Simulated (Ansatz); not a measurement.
All numbers below come from Ansatz 0.2.0, DFT PBE, scalar-relativistic, plane waves, PAW. All cells share a 420 eV cutoff and Γ-centred k meshes spaced at most about 0.3 Å⁻¹ (2π included). No spin polarisation in the final relaxations.

All energies are static (0 K, no zero-point motion).

Compare these two cells of HfSi2O6, each relaxed at this level.

A.

```yaml
crystal:
  lattice:
    - [-1.68500, 1.68500, 7.23516]
    - [1.68500, -1.68500, 7.23516]
    - [1.68500, 1.68500, -7.23516]
  atoms:
    - { symbol: Hf, position: [0.00000, 0.00000, 0.00000] }
    - { symbol: Si, position: [0.32949, 0.32949, 0.00000] }
    - { symbol: Si, position: [0.67051, 0.67051, 0.00000] }
    - { symbol: O, position: [0.90792, 0.40792, 0.50000] }
    - { symbol: O, position: [0.25000, 0.75000, 0.50000] }
    - { symbol: O, position: [0.59208, 0.09208, 0.50000] }
    - { symbol: O, position: [0.75000, 0.25000, 0.50000] }
    - { symbol: O, position: [0.09208, 0.59208, 0.50000] }
    - { symbol: O, position: [0.40792, 0.90792, 0.50000] }
```

B.

```yaml
crystal:
  lattice:
    - [4.95536, -2.50794, 0.00000]
    - [4.95536, 2.50794, 0.00000]
    - [-0.17646, 0.00000, 5.88222]
  atoms:
    - { symbol: Hf, position: [0.45879, 0.54121, 0.00000] }
    - { symbol: Si, position: [0.51940, 0.98656, 0.65518] }
    - { symbol: Si, position: [0.01344, 0.48060, 0.34482] }
    - { symbol: O, position: [0.79160, 0.42957, 0.20228] }
    - { symbol: O, position: [0.30484, 0.15509, 0.43188] }
    - { symbol: O, position: [0.57043, 0.20840, 0.79772] }
    - { symbol: O, position: [0.12594, 0.62858, 0.18263] }
    - { symbol: O, position: [0.84491, 0.69516, 0.56812] }
    - { symbol: O, position: [0.37142, 0.87406, 0.81737] }
```

**Question.** Which would you expect to be lower, and how large is the difference?

**Answer.** B is lower, by 0.95 eV/atom. A has Hf and Si ordered on fluorite sites, space group I4/mmm (No. 139), 9.1 Å³/atom and a gap of 0.38 eV on its mesh; B has space group C2 (No. 5), 16.2 Å³/atom and a gap of 5.03 eV. Counting O atoms around Hf and Si (those within 1.25 times the shortest such distance or 1.15 times the sum of covalent radii), A has Hf 8, Si 8 and B has Hf 4, Si 4. The lower one is the more open, so pressure narrows the difference. In A, Hf has 8 O at 2.15 Å; Si is surrounded by 8 O at 2.03–2.04 Å; O on a site of symmetry 2mm has 2 Si at 2.03 Å, 2 Hf at 2.15 Å, 5 O at 2.29–2.38 Å and 1 O at 2.66 Å; 1 more site not described. In B, around Hf lie 4 O at 1.94–1.96 Å; Si has 4 O at 1.63–1.64 Å; O on its first site is surrounded by 1 Si at 1.63 Å and 1 Hf at 1.94 Å; 2 more sites not described. Both come from invented guesses.

Spin–orbit coupling, which can matter for Hf, is left out. Kohn–Sham gaps at this level usually fall short of measured ones. Cells relaxed within their symmetry can be saddle points.
